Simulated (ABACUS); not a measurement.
Write the native input for ABACUS 3.10.1 that does the following.

```yaml
Task: single point
Functional: PBEsol
Potentials_or_basis: PseudoDojo NC SR 0.4.1 PBEsol standard
Cutoff: 1143 eV
Density_cutoff: 4572 eV
Basis: plane waves
k_mesh: 12 × 12 × 4
Occupations: fermi-dirac, width 0.05 eV
Spin: no spin polarisation
Radial_cutoff_of_the_potentials_pseudo_rcut: 7 bohr
SCF_threshold_on_the_density: 1e-08
Max_SCF_steps: 100
Eigensolver: dav
Mixing: broyden
Mixing_share: 0.7
Symmetry_key: 1
Bands: 12
```

The system is BN.

```
N B
1.0
     2.49824    0.00000    0.00000
    -1.24912    2.16354    0.00000
     0.00000    0.00000    6.63570
N B
2 2
Direct
  0.66667 0.33333 0.25000
  0.33333 0.66667 0.75000
  0.66667 0.33333 0.75000
  0.33333 0.66667 0.25000
```

One way to write it, as run:

INPUT

```
INPUT_PARAMETERS
suffix              BN
calculation         scf
basis_type          pw
pseudo_dir          ./
symmetry            1
dft_functional      pbesol
ecutwfc             84
pseudo_rcut         7
nspin               1
nbands              12
ks_solver           dav
smearing_method     fd
smearing_sigma      0.00367493
scf_thr             1e-08
scf_nmax            100
mixing_type         broyden
mixing_beta         0.7
cal_force           1
cal_stress          1
kpar                4
```

STRU

```
ATOMIC_SPECIES
N 14.0070 N.upf
B 10.8100 B.upf

LATTICE_CONSTANT
1.8897261246

LATTICE_VECTORS
2.4982400000 0.0000000000 0.0000000000
-1.2491200000 2.1635393048 0.0000000000
0.0000000000 0.0000000000 6.6357000000

ATOMIC_POSITIONS
Direct

N
0.0
2
0.6666666667 0.3333333333 0.2500000000 1 1 1
0.3333333333 0.6666666667 0.7500000000 1 1 1

B
0.0
2
0.6666666667 0.3333333333 0.7500000000 1 1 1
0.3333333333 0.6666666667 0.2500000000 1 1 1
```

KPT

```
K_POINTS
0
Gamma
12 12 4 0 0 0
```

Potentials or basis: PseudoDojo NC SR 0.4.1 PBEsol standard, plane waves.

Run with:

```console
$ OMP_NUM_THREADS=1 mpirun -np 4 abacus > log
```

Results of the run:

```
Pressure               : 2.6 GPa
Band gap on the k mesh : 4.21 eV, indirect (least direct gap 4.62 eV)
```

Caveat: there are fewer bands than atomic start orbitals, so a level may be missed at k points of high symmetry; this functional lacks dispersion, which binds the layers, so the pressure and a relaxed spacing across them are unreliable.

Run time: 8.2 s on 4 MPI ranks on Intel(R) Xeon(R) Platinum 8488C (Sapphire Rapids), with other jobs on the host, peak memory 0.32 GiB a rank.
